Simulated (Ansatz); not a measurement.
Sn:

```
Sn
1.0
     0.00000    3.23334    3.23334
     3.23334    0.00000    3.23334
     3.23334    3.23334    0.00000
Sn
2
Cartesian
  4.8500 4.8500 4.8500
  3.2333 3.2333 3.2333
```

This isn't the form of Sn at room conditions, which is tetragonal (white tin).

Below is the output of Ansatz 0.2.0 for this cell. Logs are shortened: lines on timing, memory, paths and dates and some standing lists are left out, and cuts for length are marked.

```text
Warning: RAYON_NUM_THREADS=2 ignored (pool sized by the plan → 2); use --threads N
Engine: ansatz 0.2.0, x86_64-unknown-linux-gnu
Pseudopotentials: kind: paw
Pseudopotential: Sn, paw, valence charge 14, recommended cutoff 420 eV (normal), Sn.paw.azcp
Functional definition: PBE
  parameter kappa = 0.804
  parameter beta = 0.06672455060314922
  exchange = pbe_x(kappa = kappa, mu = beta*pi^2/3)
  correlation = pbe_c(beta = beta)
Crystal: 2 atoms, lattice volume = 67.606 Å³
Basis set: ecut = 420 eV, 1363 PW (Γ), exchange–correlation on 64×64×64 points (8 copies of the dense FFT grid, shifted against one another)
Bands: 18, of which v1, the nominal top of the filled ones, is band 14 counted from 1 (13 counted from 0)
Symmetry: 48 space group operations
Space group: Fd-3m (ITA 227), of the structure as read, at distance tolerance 4.1e-5 Å
k-points: 20 of 343
Non-local potential: Sn, projectors of the file, l = 0: 2, l = 1: 2, l = 2: 2, l = 3: 2
PAW form: soft (Blöchl's): semilocal exchange-correlation on the pseudo side does not see the compensation charge
PAW one-centre angular grid: Sn, 590 points (default); XC on 64 Gauss nodes
Initial density: superposition of atomic densities (neutral atoms: chi_scale 0, normalization atom), corrected by the library's trained network
Initial wavefunctions: pseudopotential atomic-orbital guess
Functional: x = pbe(κ = 0.804, μ = 0.2195149727645171), c = pbe(β = 0.06672455060314922)
SCF iter   1: F=—  HF=-12048.342509 eV  |F-HF|=—  |Δ(HF+E_count)|=         —  Δρ=6.64e-4  dr2=2.65e-4  ethr=1.77e-3  ⟨swp⟩=6.2  Hψ=1959  notcnv=0
preconditioner: auto → LDOS  [insulator: Δε(μ)=0.324 eV  Ē_g=20.191 eV  σ=0.015 eV  W_gap=0.75  n_scr=14 (ndim 8)  ℏωp=23.9 eV  f_vac=0.091  D(μ)=1.40/eV (n_scr^D=8)  ε∞_Penn≈2.4  β→1.0]
SCF iter   2: F=—  HF=-12048.341768 eV  |F-HF|=—  |Δ(HF+E_count)|=   7.41e-4  Δρ=7.34e-4  dr2=3.56e-4  ethr=9.46e-7  ⟨swp⟩=2.0  Hψ=880  notcnv=0
SCF iter   3: F=—  HF=-12048.341596 eV  |F-HF|=—  |Δ(HF+E_count)|=   1.72e-4  Δρ=1.44e-4  dr2=3.23e-5  ethr=9.46e-7  ⟨swp⟩=2.0  Hψ=716  notcnv=0
SCF iter   4: F=—  HF=-12048.341626 eV  |F-HF|=—  |Δ(HF+E_count)|=   2.95e-5  Δρ=1.56e-4  dr2=1.04e-5  ethr=1.15e-7  ⟨swp⟩=2.0  Hψ=642  notcnv=0
SCF iter   5: F=—  HF=-12048.341620 eV  |F-HF|=—  |Δ(HF+E_count)|=   5.12e-6  Δρ=2.78e-5  dr2=3.27e-7  ethr=3.72e-8  ⟨swp⟩=2.0  Hψ=572  notcnv=0
SCF iter   6: F=-12048.341620 eV  HF=-12048.341620 eV  |F-HF|=2.86e-10  |Δ(HF+E_count)|=   1.86e-7  Δρ=1.14e-6  dr2=4.07e-10  ethr=3.57e-10  ⟨swp⟩=5.8  Hψ=1676  notcnv=0
SCF 1 converged in 6 iterations: F = -12048.341620 eV  dr2 = 4.07e-10
  greatest PAW one-centre occupation: 0.990 electrons in one spin orbital (limit 2), on the Sn atom at site 1 (counted from 0), in its partial waves of l = 2
SCF converged after 6 iterations
Free energy (F): -12048.341620 eV
Harris-Foulkes:  -12048.341620 eV  (|F-HF|=2.86e-10)
Internal energy: -12048.341463 eV  (E = F + TS)
E sigma→0 (E₀):  -12048.341542 eV
Entropy (-TS):   -0.000157 eV (-0.079 meV/atom)
Fermi energy:    8.009549 eV
--- Per-component energies (eV) ---
  E_band       = -244.621374
  E_kinetic    = 375.353909
  E_local      = -2288.345911  (includes V_loc(G=0)·N_el)
  E_nonlocal   = -63.817065
  E_hartree    = 1319.934550
  E_xc         = -764.303535
  E_vxc        = -191.374371  (∫ρ·V_xc dr)
  E_paw        = -8276.140733  (= ΣΔE_a)
  E_vpaw       = -716.306947  (= ΣTr[D̂ρ^β])
  E_aug_tail   = -0.000001  (compensation charges beyond the density's cutoff)
  E_ewald      = -2351.022677
  E_smearing   = -0.000157  (= −TS)
  E_closure    = -0.000000  (closes the sum)
  Σ components = -12048.341620   (vs F -12048.341620, Δ=0.00e0)
--- Forces (eV/Å), atoms counted from 1 ---
  atom   1  Sn     0.00000000    -0.00000000    -0.00000000
  atom   2  Sn     0.00000000     0.00000000    -0.00000000
  max |Σ_I F_I| component: 2.08e-17 eV/Å
--- Stress (GPa, compression-positive) ---
        3.829436       0.000000       0.000000
        0.000000       3.829436       0.000000
        0.000000      -0.000000       3.829436
  P = ⅓ Tr σ = 3.8294 GPa (38.294 kbar)
--- Band table (eV; the first three rows and the last of 20) ---
  k-point 0: bands = ["-13.7379", "-13.7379", "-13.7379", "-13.6770", "-13.6770", "-13.3583", "-13.3583", "-13.3583", "-13.3484", "-13.3484", "-2.7078", "7.4088", "8.0544", "8.0544", "8.0544", "10.1293", "10.1293", "10.1293"]
  k-point 1: bands = ["-13.7514", "-13.7514", "-13.7329", "-13.6575", "-13.6575", "-13.3844", "-13.3844", "-13.3646", "-13.3258", "-13.3258", "-2.5088", "5.5430", "7.6970", "7.6970", "8.5892", "10.5863", "10.5863", "11.0536"]
  k-point 2: bands = ["-13.7674", "-13.7674", "-13.7215", "-13.6300", "-13.6300", "-13.4081", "-13.4081", "-13.3791", "-13.3085", "-13.3085", "-1.9431", "3.4358", "7.1746", "7.1746", "8.2622", "11.1261", "11.1261", "13.0492"]
  k-point 19: bands = ["-13.8131", "-13.8001", "-13.6280", "-13.5581", "-13.5390", "-13.5056", "-13.4998", "-13.4452", "-13.2701", "-13.2574", "0.0294", "0.9321", "4.5938", "5.4141", "10.1929", "11.9233", "12.5361", "12.5410"]
```

**Question.** Write the input and the command behind it.

**Answer.** Single point with PBE, no spin polarisation. The files as run (others can give the same):

input.yaml
```yaml
crystal:
  lattice:
    - [0.0, 3.2333428, 3.2333428]
    - [3.2333428, 0.0, 3.2333428]
    - [3.2333428, 3.2333428, 0.0]
  atoms:
    - { symbol: Sn, position: [0.75, 0.75, 0.75] }
    - { symbol: Sn, position: [0.5, 0.5, 0.5] }
hamiltonian:
  xc: pbe
  pseudopotentials: { kind: paw }
kpoints:
  mp_grid: { grid: [7, 7, 7] }
scf:
  occupations: { method: gaussian, width: 0.015 }
output:
  forces: true
  stress: true
  eigenvalues: true
```

Potentials or basis: Ansatz PAW.
Launch:
```sh
$ ansatz run input.yaml --threads 2 --pin off --max-ram 5632MiB --backend cpu --events-out ev --progress --plain --runs-dir out
```
